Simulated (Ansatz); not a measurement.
# SiO2 — O-17 NMR of the central transition

Cell: a Materials Project structure (computed, not necessarily an observed phase), ions relaxed with PBE at fixed cell.

Space group P2_13 (No. 198); a = 7.0818 Å.

```
site  Wyckoff  site symmetry       x       y       z
 Si1       4a            .3.  0.9771  0.5229  0.4771
 Si5       4a            .3.  0.7142  0.7858  0.2142
  O9      12b              1  0.8607  0.3328  0.5326
 O17       4a            .3.  0.1542  0.1542  0.1542
```

One atom of each set is listed.

Computed with Ansatz: DFT, PBE, plane waves and PAW (field gradients read without the response of the frozen cores, which leaves them typically 4 to 6 % off), scalar-relativistic, 420 eV cutoff, Γ-centred 3×3×3 k-points, Fermi–Dirac smearing 0.02 eV.

O-17 has I = 5/2 and Q = -25.58 mb (Pyykkö 2018); at 16.4 T its Larmor frequency is ν₀ = 94.7 MHz. Only the quadrupole interaction is simulated: positions count from each site's isotropic chemical shift, and J coupling is left out, as are shift anisotropy and dipolar coupling, which fast spinning averages.

Question: Give C_Q, η, the quadrupolar product P_Q = |C_Q|(1 + η²/3)^½, the second-order isotropic shift and the breadth of the pattern (fast magic-angle spinning) for each O site.

Answer: 

```json
{"site": "O9", "first shell": "2 Si at 1.62–1.63 Å, angle 142°", "C_Q (MHz)": "-6.01", "η": "0.22", "P_Q (MHz)": "6.06", "δ_QIS (ppm)": "-24.6", "breadth (kHz)": "5.27"}
{"site": "O17", "first shell": "2 Si at 1.61 Å, angle 180°", "C_Q (MHz)": "-6.76", "η": "0.00", "P_Q (MHz)": "6.76", "δ_QIS (ppm)": "-30.5", "breadth (kHz)": "6.20"}
```

δ_QIS = −(ν_Q²/30ν₀²)[I(I+1) − 3/4](1 + η²/3) × 10⁶ ppm with ν_Q = 3|C_Q|/[2I(2I−1)]; it falls as 1/B₀² in ppm, and the breadth as 1/B₀ in kHz.

An axis of threefold or higher order runs through O17, so V_zz lies along it and η is zero. At O9 V_zz runs parallel to the line that joins its two neighbours (within 1°).
